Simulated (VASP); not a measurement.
# Ge: relaxation of cell and atoms with PBE

Ge:

```
Ge
1.0
     5.78300    0.00000    0.00000
     0.00000    5.78300    0.00000
     0.00000    0.00000    5.78300
Ge
8
Direct
  0.00000 0.00000 0.00000
  0.00000 0.50000 0.50000
  0.50000 0.00000 0.50000
  0.50000 0.50000 0.00000
  0.25000 0.25000 0.25000
  0.25000 0.75000 0.75000
  0.75000 0.25000 0.75000
  0.75000 0.75000 0.25000
```

The cell was built by a generator and needn't be a form met in nature.

```yaml
Program: VASP 6.6.1
Task: relaxation of cell and atoms
Functional: PBE
Potentials_or_basis: VASP PAW PBE potentials, release 64 (Ge_d)
Cutoff: 600 eV
k_mesh: 7 × 7 × 7
Occupations: gaussian, width 0.05 eV
Spin: no spin polarisation
Further_INCAR_settings: ALGO = Fast; EDIFF = 1e-06; IBRION = 2; EDIFFG = -0.02; NSW = 40; ISIF = 3
```

```json
{
 "Relaxed volume": "23.90 Å³/atom",
 "Relaxed cell": "a = 5.761 Å, b = 5.761 Å, c = 5.761 Å, α = 90.00°, β = 90.00°, γ = 90.00°",
 "Space group after relaxing (to 0.05 Å)": "Fd-3m (No. 227)",
 "Energy gained by relaxing": "0.6 meV/atom",
 "Ionic steps": "3",
 "Pressure after relaxing": "-0.1 GPa",
 "Band gap on the k mesh": "none (metal or under the smearing width)"
}
```

Step by step:
| step | energy change (eV) | largest force (eV/Å) | pressure (GPa) | volume (Å³) |
| --- | --- | --- | --- | --- |
| 1 | 0.0000 | 0.0000 | -0.69 | 193.40 |
| 2 | -0.0042 | 0.0000 | 0.27 | 190.51 |
| 3 | -0.0046 | 0.0000 | -0.09 | 191.24 |

Final structure:
```xyz
8
Lattice="5.7614 0.0000 0.0000 0.0000 5.7614 0.0000 0.0000 0.0000 5.7614" Properties=species:S:1:pos:R:3 pbc="T T T"
Ge    0.0000    0.0000    0.0000
Ge    0.0000    2.8807    2.8807
Ge    2.8807    0.0000    2.8807
Ge    2.8807    2.8807    0.0000
Ge    1.4403    1.4403    1.4403
Ge    1.4403    4.3210    4.3210
Ge    4.3210    1.4403    4.3210
Ge    4.3210    4.3210    1.4403
```

Levels at points of the mesh, in eV from the Fermi level:
```csv
k point,band 53,band 54,band 55,band 56,band 57,band 58,band 59,band 60
"(0.00, 0.00, 0.00)",-2.89,-0.46,0.00,0.00,0.00,0.81,0.82,0.82
```

Wall time 7.7 min on 1 thread of AMD EPYC 9R45 (Zen 5), with other jobs on the host, peak memory 0.43 GiB.

Caveat: this crystal is a semiconductor, whose small gap the functional closes, so the metal is an error of the method.
